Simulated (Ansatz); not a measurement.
# ZrN: the cost of one run

Computed with Ansatz 0.2.0 (DFT PBEsol, scalar-relativistic, plane waves, PAW, unless a step's input says otherwise).

The COD entry's cell or inner coordinates are ideal or old and differ from later refinements, so a difference from it is no clean test against experiment.

### Step 1. The starting structure

Symmetry: Fm-3m, No. 225, cubic system. Conventional cell: a = 4.600 Å, b = 4.600 Å, c = 4.600 Å, α = 90.00°, β = 90.00°, γ = 90.00°. Zr (site symmetry m-3m) is surrounded by 6 N at 2.30 Å. N (site symmetry m-3m) is surrounded by 6 Zr at 2.30 Å.

Structure file:

```xyz
2
Lattice="0.0000 2.3000 2.3000 2.3000 0.0000 2.3000 2.3000 2.3000 0.0000" Properties=species:S:1:pos:R:3 pbc="T T T"
Zr    2.3000    2.3000    2.3000
N     0.0000    0.0000    0.0000
```

The structure rests on an entry of the Crystallography Open Database; cell or positions may have been set otherwise for this series.

### Step 2. Relaxing cell and atoms: ZrN, no spin, 9.4 GPa

input.yaml reads:

```yaml
crystal:
  lattice:
    - [0.0, 2.3, 2.3]
    - [2.3, 0.0, 2.3]
    - [2.3, 2.3, 0.0]
  atoms:
    - { symbol: Zr, position: [0.5, 0.5, 0.5] }
    - { symbol: "N", position: [0.0, 0.0, 0.0] }
scf:
  occupations: { method: methfessel_paxton, width: 0.1 }
output:
  forces: true
  stress: true
  eigenvalues: true
  write_density: true
  write_potential: true
  elf: true
  volumetric_format: npy
hamiltonian:
  xc: pbesol
relax:
  f_tol: 0.002
  adjacent_minimum: "off"
  cell: { stress_tol: 0.05, p_target: 9.4 }
kpoints:
  mp_grid: { grid: [16, 16, 16] }
```

Launch:

```console
ansatz run input.yaml --threads 4 --pin off --max-ram 12288MiB --backend cpu --events-out ev --progress --plain --runs-dir out
```

Q: Estimate wall time and peak memory on 4 threads of Intel Xeon Platinum 8375C at 2.90GHz (Ice Lake), shared host.

About 5.4 s, with a peak of 0.41 GiB.
